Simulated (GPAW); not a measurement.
# Al2Cu (Khatyrkite) (I4/mcm) in GPAW: further runs

The runs below take Al2Cu (Khatyrkite) through relaxation of cell and atoms, with PBEsol+D3(BJ), PBEsol+D3(BJ)+ATM.

Program: GPAW 26.7.0. These are calculated values, not measurements. Logs are shortened: lines on timing, memory, paths and dates and some standing lists are left out, and cuts for length are marked. The log counts tension as positive stress, the text compression.

## Step 1: Starting point

It takes space group I4/mcm (No. 140, tetragonal). Conventional cell: a = 6.067 Å, b = 6.067 Å, c = 4.877 Å, α = 90.00°, β = 90.00°, γ = 90.00°. Cu (site symmetry 422) is surrounded by 2 Cu at 2.44 Å and 8 Al at 2.59 Å. Al (site symmetry m2m) has 4 Cu at 2.59 Å and 3 Al at 2.71 to 2.90 Å as nearest neighbours.

## Step 2: Relaxation of cell and atoms, PBEsol+D3(BJ)

Contents of run.py:

```python
from ase import Atoms
from ase.calculators.mixing import SumCalculator
from ase.filters import FrechetCellFilter
from ase.io import write
from ase.optimize import BFGS
from dftd3.ase import DFTD3
from gpaw import GPAW, PW, setup_paths

setup_paths.insert(0, '.')

atoms = Atoms(['Cu', 'Cu', 'Al', 'Al', 'Al', 'Al'],
              cell=[[-3.0335, 3.0335, 2.4385],
                    [3.0335, -3.0335, 2.4385],
                    [3.0335, 3.0335, -2.4385]],
              scaled_positions=[[0.25, 0.25, 0.0],
                                [0.75, 0.75, 0.0],
                                [0.3419, 0.1581, 0.5],
                                [0.8419, 0.3419, 0.1838],
                                [0.6581, 0.8419, 0.5],
                                [0.1581, 0.6581, 0.8162]],
              pbc=True)

calc = GPAW(mode=PW(600),
            xc='PBEsol',
            kpts={'size': (5, 5, 5), 'gamma': True},
            occupations={'name': 'fermi-dirac', 'width': 0.05},
            nbands=35,
            convergence={'density': 1e-05, 'forces': 0.0001},
            maxiter=150,
            txt='gpaw.txt')
atoms.calc = SumCalculator([calc, DFTD3(method='pbesol', damping='d3bj')])
opt = BFGS(FrechetCellFilter(atoms), trajectory='relax.traj', logfile='-')
done = opt.run(fmax=0.02, steps=60)
calc.write('gs.gpw')
write('result.traj', atoms)
print('Converged:', done)
print('Cell:', atoms.cell.cellpar().round(4))
print('Volume:', round(atoms.get_volume(), 4))
print(atoms.get_scaled_positions().round(5))
```

Potentials or basis: PAW data sets generated in the run's folder for this functional, pw.

Command:

```bash
$ gpaw-setup -f PBEsol Al Cu
$ OMP_NUM_THREADS=1 python run.py
```

gpaw.txt:

```text
__  _  _
 | _ |_)|_||  |
 |__||  | ||/\| - 26.7.0

Input parameters:
  mode=PW(ecut=600.0),
  convergence={'density': 1e-05, 'forces': 0.0001},
  kpts=MonkhorstPack(size=(5, 5, 5), gamma=True),
  maxiter=150,
  nbands=35,
  occupations=Occupations(name='fermi-dirac', width=0.05),
  xc=XC(name='PBEsol')

Diagonalizing LCAO Hamiltonian
Converting LCAO to pw mode

         ACu
               Al

          Cu Al
                    Al

Atoms  # Å, Bohr magnetons
|   | symbol |         x |        y |         z |    initial magnetic moments |
|---|--------|-----------|----------|-----------|-----------------------------|
| 0 |     Cu |  0.000000 | 0.000000 |  1.219250 | ( 0.0000,  0.0000,  0.0000) |
| 1 |     Cu |  0.000000 | 0.000000 |  3.657750 | ( 0.0000,  0.0000,  0.0000) |
| 2 |     Al |  0.959193 | 2.074307 |  0.000000 | ( 0.0000,  0.0000,  0.0000) |
| 3 |     Al | -0.959193 | 2.074307 |  2.438500 | ( 0.0000,  0.0000,  0.0000) |
| 4 |     Al |  2.074307 | 0.959193 |  2.438500 | ( 0.0000,  0.0000,  0.0000) |
| 5 |     Al |  3.992693 | 0.959193 | -0.000000 | ( 0.0000,  0.0000,  0.0000) |

Unit cell  # Å
| periodic |         x |         y |         z |  lengths |     angles |
|----------|-----------|-----------|-----------|----------|------------|
|      yes | -3.033500 |  3.033500 |  2.438500 | 4.934625 | 104.134279 |
|      yes |  3.033500 | -3.033500 |  2.438500 | 4.934625 | 104.134279 |
|      yes |  3.033500 |  3.033500 | -2.438500 | 4.934625 | 120.771101 |

Number of symmetries: 8
Symmetry operations  # r_c * U_cc + t_c -> r_c
|   | kind |            matrix            |
|---|------|------------------------------|
| 0 |  C4  |  1, 1, 1,  0, 0,-1, -1, 0, 0 |
| 1 |  E   |  1, 0, 0,  0, 1, 0,  0, 0, 1 |
| 2 |  C2  |  0, 1, 0,  1, 0, 0, -1,-1,-1 |
| 3 |  S4  |  0, 0, 1, -1,-1,-1,  0, 1, 0 |
| 4 |  C4  |  0, 0,-1,  1, 1, 1,  0,-1, 0 |
| 5 |  σ   |  0,-1, 0, -1, 0, 0,  1, 1, 1 |
| 6 |  i   | -1, 0, 0,  0,-1, 0,  0, 0,-1 |
| 7 |  S4  | -1,-1,-1,  0, 0, 1,  1, 0, 0 |

BZ-sampling:
  Number of BZ points: 125
  Number of IBZ points: 21
[... 165 lines left out ...]
Fermi level: 7.236
Eigenvalues  # (at kpt = [0.000, 0.000, 0.000])
| band index |      eig [eV] | occ [0-2] |
|------------|---------------|-----------|
|          0 |        -3.385 |     2.000 |
|        ... |               |           |
|         11 |         4.419 |     2.000 |
|         12 |         4.419 |     2.000 |
|         13 |         5.336 |     2.000 |
|         14 |         6.000 |     2.000 |
|         15 |         6.177 |     2.000 |
|         16 |         6.177 |     2.000 |
[... 8 lines left out ...]
|         25 |        13.143 |     0.000 |
|         26 |        13.513 |     0.000 |
|        ... |               |           |
|         34 |        22.794 |     0.000 |

No gap
No difference between direct/indirect transitions

Stress tensor  # eV/Ang^3
|        x |         y |         z |
|----------|-----------|-----------|
| 0.010849 |  0.000000 |  0.000000 |
| 0.000000 |  0.010849 | -0.000000 |
| 0.000000 | -0.000000 |  0.036485 |

Forces  # eV/Ang
|        x |        y |        z |
|----------|----------|----------|
| -0.00000 |  0.00000 | -0.00000 |  # Cu   0
|  0.00000 |  0.00000 |  0.00000 |  # Cu   1
|  0.07009 | -0.07009 |  0.00000 |  # Al   2
| -0.07009 | -0.07009 | -0.00000 |  # Al   3
| -0.07009 |  0.07009 |  0.00000 |  # Al   4
|  0.07009 |  0.07009 |  0.00000 |  # Al   5

Interpolating wave functions to new cell

         ACu
               Al

          Cu Al
                    Al

Atoms  # Å, Bohr magnetons
|   | symbol |         x |        y |         z |    initial magnetic moments |
|---|--------|-----------|----------|-----------|-----------------------------|
| 0 |     Cu |  0.000000 | 0.000000 |  1.216581 | ( 0.0000,  0.0000,  0.0000) |
| 1 |     Cu |  0.000000 | 0.000000 |  3.649744 | ( 0.0000,  0.0000,  0.0000) |
| 2 |     Al |  0.958965 | 2.070646 | -0.000000 | ( 0.0000,  0.0000,  0.0000) |
| 3 |     Al | -0.958965 | 2.070646 |  2.433162 | ( 0.0000,  0.0000,  0.0000) |
| 4 |     Al |  2.070646 | 0.958965 |  2.433162 | ( 0.0000,  0.0000,  0.0000) |
| 5 |     Al |  3.988576 | 0.958965 | -0.000000 | ( 0.0000,  0.0000,  0.0000) |

Unit cell  # Å
| periodic |         x |         y |         z |  lengths |     angles |
|----------|-----------|-----------|-----------|----------|------------|
|      yes | -3.029611 |  3.029611 |  2.433162 | 4.927206 | 104.114477 |
|      yes |  3.029611 | -3.029611 |  2.433162 | 4.927206 | 104.114477 |
|      yes |  3.029611 |  3.029611 | -2.433162 | 4.927206 | 120.815811 |

Number of symmetries: 8
Symmetry operations  # r_c * U_cc + t_c -> r_c
|   | kind |            matrix            |
|---|------|------------------------------|
| 0 |  C4  |  1, 1, 1,  0, 0,-1, -1, 0, 0 |
| 1 |  E   |  1, 0, 0,  0, 1, 0,  0, 0, 1 |
| 2 |  C2  |  0, 1, 0,  1, 0, 0, -1,-1,-1 |
| 3 |  S4  |  0, 0, 1, -1,-1,-1,  0, 1, 0 |
| 4 |  C4  |  0, 0,-1,  1, 1, 1,  0,-1, 0 |
| 5 |  σ   |  0,-1, 0, -1, 0, 0,  1, 1, 1 |
| 6 |  i   | -1, 0, 0,  0,-1, 0,  0, 0,-1 |
| 7 |  S4  | -1,-1,-1,  0, 0, 1,  1, 0, 0 |

BZ-sampling:
  Number of BZ points: 125
  Number of IBZ points: 21
[... 122 lines left out ...]
convergence criteria:
- Maximum integral of absolute [dens]ity change: 1e-05 electrons / valence electron
- Maximum change in the atomic [forces] across last 2 cycles: 0.0001 eV/Ang OR
Maximum error relative to the maximum force is below inf
- Maximum [total energy] change in last 3 cyles: 0.0005 eV / valence electron
- Maximum integral of absolute [eigenst]ate change: 4e-08 eV^2 / valence electron
maximum number of iterations: 150

SCF iterations
|iter     | |      energy | eigst |  dens |force |
|---------|-|-------------|-------|-------|------|
|iter:   1| |  -25.749006 | -3.29 |       |      |
|iter:   2| |  -25.748277 | -5.14 | -2.47 |      |
|iter:   3| |  -25.747452c| -4.63 | -2.56 |      |
|iter:   4| |  -25.747363c| -5.79 | -2.96 |      |
|iter:   5| |  -25.747336c| -5.88 | -3.18 |      |
|iter:   6| |  -25.747341c| -6.35 | -3.63 |      |
|iter:   7| |  -25.747341c| -7.77c| -4.58 |      |
|iter:   8| |  -25.747341c| -8.38c| -4.79 |      |
|iter:   9| |  -25.747341c| -8.80c| -5.60c|      |
|iter:  10| |  -25.747341c|-10.07c| -6.22c|-5.15c|

Converged in 10 steps
Energy contributions relative to reference atoms: (reference = -116329.471888)

Energy contributions:
  Kinetic:         -24.235354
  Coulomb:          24.228390
  Zero:              0.139217
  External:          0.000000
  Xc:              -25.866482
  Entropy:          -0.026225
  Spinorbit:         0.000000
  ----------------------------
  Free energy:     -25.760454
  Extrapolated:    -25.747341

dipole moment: (-13.414695, -13.414695, 10.773698)  # |e|*Ang

Fermi level: 7.288
Eigenvalues  # (at kpt = [0.000, 0.000, 0.000])
| band index |      eig [eV] | occ [0-2] |
|------------|---------------|-----------|
|          0 |        -3.369 |     2.000 |
|        ... |               |           |
|         11 |         4.452 |     2.000 |
|         12 |         4.452 |     2.000 |
|         13 |         5.380 |     2.000 |
|         14 |         6.044 |     2.000 |
|         15 |         6.218 |     2.000 |
|         16 |         6.218 |     2.000 |
[... 8 lines left out ...]
|         25 |        13.207 |     0.000 |
|         26 |        13.580 |     0.000 |
|        ... |               |           |
|         34 |        20.951 |     0.000 |
[... 677 lines left out ...]
xc functional:
  name: PBEsol with 2 nearest neighbor stencil

convergence criteria:
- Maximum integral of absolute [dens]ity change: 1e-05 electrons / valence electron
- Maximum change in the atomic [forces] across last 2 cycles: 0.0001 eV/Ang OR
Maximum error relative to the maximum force is below inf
- Maximum [total energy] change in last 3 cyles: 0.0005 eV / valence electron
- Maximum integral of absolute [eigenst]ate change: 4e-08 eV^2 / valence electron
maximum number of iterations: 150

SCF iterations
|iter     | |      energy | eigst |  dens |force |
|---------|-|-------------|-------|-------|------|
|iter:   1| |  -25.741171 | -3.88 |       |      |
|iter:   2| |  -25.741118 | -6.69 | -2.98 |      |
|iter:   3| |  -25.741015c| -6.43 | -3.05 |      |
|iter:   4| |  -25.741024c| -6.78 | -3.53 |      |
|iter:   5| |  -25.741023c| -7.95c| -3.99 |      |
|iter:   6| |  -25.741024c| -8.20c| -4.20 |      |
|iter:   7| |  -25.741024c| -8.15c| -4.89 |      |
|iter:   8| |  -25.741023c| -9.12c| -5.30c|      |
|iter:   9| |  -25.741023c|-10.33c| -6.18c|-5.46c|

Converged in 9 steps
Energy contributions relative to reference atoms: (reference = -116329.471888)

Energy contributions:
  Kinetic:         -10.969318
  Coulomb:          14.217689
  Zero:              0.145300
  External:          0.000000
  Xc:              -29.125696
  Entropy:          -0.017996
  Spinorbit:         0.000000
  ----------------------------
  Free energy:     -25.750021
  Extrapolated:    -25.741023

dipole moment: (-13.238136, -13.238136, 10.491674)  # |e|*Ang

Fermi level: 8.014
Eigenvalues  # (at kpt = [0.000, 0.000, 0.000])
| band index |      eig [eV] | occ [0-2] |
|------------|---------------|-----------|
|          0 |        -3.147 |     2.000 |
|        ... |               |           |
|         10 |         4.731 |     2.000 |
|         11 |         4.895 |     2.000 |
|         12 |         4.895 |     2.000 |
|         13 |         5.958 |     2.000 |
|         14 |         6.668 |     2.000 |
|         15 |         6.799 |     2.000 |
[... 8 lines left out ...]
|         24 |        13.396 |     0.000 |
|         25 |        14.055 |     0.000 |
|        ... |               |           |
|         34 |        22.384 |     0.000 |
[... 1229 lines left out ...]
No gap
No difference between direct/indirect transitions

Stress tensor  # eV/Ang^3
|         x |         y |         z |
|-----------|-----------|-----------|
| -0.029298 | -0.000000 | -0.000000 |
| -0.000000 | -0.029298 |  0.000000 |
| -0.000000 |  0.000000 | -0.029469 |

Forces  # eV/Ang
|        x |        y |        z |
|----------|----------|----------|
| -0.00000 | -0.00000 | -0.00000 |  # Cu   0
|  0.00000 |  0.00000 |  0.00000 |  # Cu   1
| -0.00081 |  0.00081 |  0.00000 |  # Al   2
|  0.00081 |  0.00081 | -0.00000 |  # Al   3
|  0.00081 | -0.00081 | -0.00000 |  # Al   4
| -0.00081 | -0.00081 |  0.00000 |  # Al   5

# Writing to gs.gpw (mode='')
```

Run time: 5.8 min. Hardware: 1 thread of Arm Neoverse V2, shared host; peak memory 0.32 GiB.

What came out:

| Item | Value |
| --- | --- |
| Free energy | -28.1281 eV |
| Relaxed volume | 13.95 Å³/atom |
| Relaxed cell | a = 4.832 Å, b = 4.832 Å, c = 4.832 Å, α = 103.62°, β = 103.62°, γ = 121.95° |
| Space group after relaxing (to 0.05 Å) | I4/mcm (No. 140) |
| Energy gained by relaxing | 28.0 meV/atom |
| Ionic steps | 10 |
| Pressure after relaxing | 0.1 GPa |
| Band gap on the k mesh | none (metal or under the smearing width) |
| Dispersion energy per atom | -0.396 eV |

The path:
| step | energy change (eV) | largest force (eV/Å) | pressure (GPa) | volume (Å³) |
| --- | --- | --- | --- | --- |
| 1 | 0.0000 | 0.0993 | -7.13 | 89.76 |
| 2 | -0.0204 | 0.0866 | -6.72 | 89.33 |
| 3 | -0.1581 | 0.1510 | 0.93 | 83.16 |
| 4 | -0.1609 | 0.1041 | -0.11 | 83.85 |
| 5 | -0.1619 | 0.0885 | -0.14 | 83.86 |
| 6 | -0.1663 | 0.0264 | 0.11 | 83.64 |
| 7 | -0.1665 | 0.0252 | 0.18 | 83.59 |
| 8 | -0.1674 | 0.0137 | 0.33 | 83.50 |
| 9 | -0.1679 | 0.0052 | 0.27 | 83.55 |
| 10 | -0.1682 | 0.0005 | 0.08 | 83.69 |

Final structure:
```yaml
crystal:
  lattice:
    - [-2.98738, 2.98738, 2.34428]
    - [2.98738, -2.98738, 2.34428]
    - [2.98738, 2.98738, -2.34428]
  atoms:
    - { symbol: Cu, position: [0.25000, 0.25000, 0.00000] }
    - { symbol: Cu, position: [0.75000, 0.75000, 0.00000] }
    - { symbol: Al, position: [0.34171, 0.15829, 0.50000] }
    - { symbol: Al, position: [0.84171, 0.34171, 0.18343] }
    - { symbol: Al, position: [0.65829, 0.84171, 0.50000] }
    - { symbol: Al, position: [0.15829, 0.65829, 0.81657] }
```

Levels at points of the mesh, in eV from the Fermi level:
```
           k point  band 14  band 15  band 16  band 17  band 18  band 19  band 20  band 21
(0.00, 0.00, 0.00)    -2.21    -1.29    -1.19    -1.19    -0.90    -0.02     0.00     1.81
```

Caveat: with this Cu data set, volumes or pressures lay over 1.5 % or 2 GPa off other programs in two to four cells of ten; later steps reuse the first step's grids; pairwise dispersion overbinds metals, which lowers pressure and volume.

## Step 3: Relaxation of cell and atoms, PBEsol+D3(BJ)+ATM

Edit run.py of step 2 so:

```diff
@@ -30,3 +30,3 @@
             txt='gpaw.txt')
-atoms.calc = SumCalculator([calc, DFTD3(method='pbesol', damping='d3bj')])
+atoms.calc = SumCalculator([calc, DFTD3(damping='d3bj', params_tweaks=dict(method='pbesol', atm=True))])
 opt = BFGS(FrechetCellFilter(atoms), trajectory='relax.traj', logfile='-')
```

Potentials or basis: PAW data sets generated in the run's folder for this functional, pw.

Command:

```bash
$ gpaw-setup -f PBEsol Al Cu
$ OMP_NUM_THREADS=1 python run.py
```

It took 5.9 min on 1 thread of Arm Neoverse V2, shared host; peak memory 0.33 GiB.

Results (log left out):

```yaml
Free_energy: -27.9218 eV
Relaxed_volume: 14.02 Å³/atom
Relaxed_cell: a = 4.840 Å, b = 4.840 Å, c = 4.840 Å, α = 103.62°, β = 103.62°, γ = 121.95°
Space_group_after_relaxing_to_0.05_Å: I4/mcm (No. 140)
Energy_gained_by_relaxing: 23.8 meV/atom
Ionic_steps: 10
Pressure_after_relaxing: 0.2 GPa
Band_gap_on_the_k_mesh: none (metal or under the smearing width)
Dispersion_energy_per_atom: -0.360 eV
```

Forces on the atoms (eV/Å):
```
Cu   0.000  0.000  0.000
Cu   0.000  0.000  0.000
Al   0.002 -0.002  0.000
Al  -0.002 -0.002  0.000
Al  -0.002  0.002  0.000
Al   0.002  0.002  0.000
```

Step by step:
| step | energy change (eV) | largest force (eV/Å) | pressure (GPa) | volume (Å³) |
| --- | --- | --- | --- | --- |
| 1 | 0.0000 | 0.0995 | -6.50 | 89.76 |
| 2 | -0.0173 | 0.0869 | -6.11 | 89.37 |
| 3 | -0.1334 | 0.1431 | 0.86 | 83.74 |
| 4 | -0.1358 | 0.0991 | -0.07 | 84.37 |
| 5 | -0.1368 | 0.0833 | -0.12 | 84.40 |
| 6 | -0.1411 | 0.0259 | 0.04 | 84.24 |
| 7 | -0.1415 | 0.0270 | 0.17 | 84.15 |
| 8 | -0.1420 | 0.0217 | 0.31 | 84.05 |
| 9 | -0.1425 | 0.0134 | 0.33 | 84.04 |
| 10 | -0.1430 | 0.0028 | 0.20 | 84.15 |

Final structure:
```xyz
6
Lattice="-2.9928 2.9928 2.3487 2.9928 -2.9928 2.3487 2.9928 2.9928 -2.3487" Properties=species:S:1:pos:R:3 pbc="T T T"
Cu    0.0000    0.0000    1.1743
Cu    0.0000    0.0000    3.5230
Al    0.9476    2.0452    0.0000
Al   -0.9476    2.0452    2.3487
Al    2.0452    0.9476    2.3487
Al    3.9403    0.9476    0.0000
```

Levels at points of the mesh, in eV from the Fermi level:
```tsv
k point	band 14	band 15	band 16	band 17	band 18	band 19	band 20	band 21
(0.00, 0.00, 0.00)	-2.20	-1.28	-1.18	-1.18	-0.89	-0.04	0.01	1.79
```

Caveat: with this Cu data set, volumes or pressures lay over 1.5 % or 2 GPa off other programs in two to four cells of ten; later steps reuse the first step's grids; pairwise dispersion overbinds metals, which lowers pressure and volume.
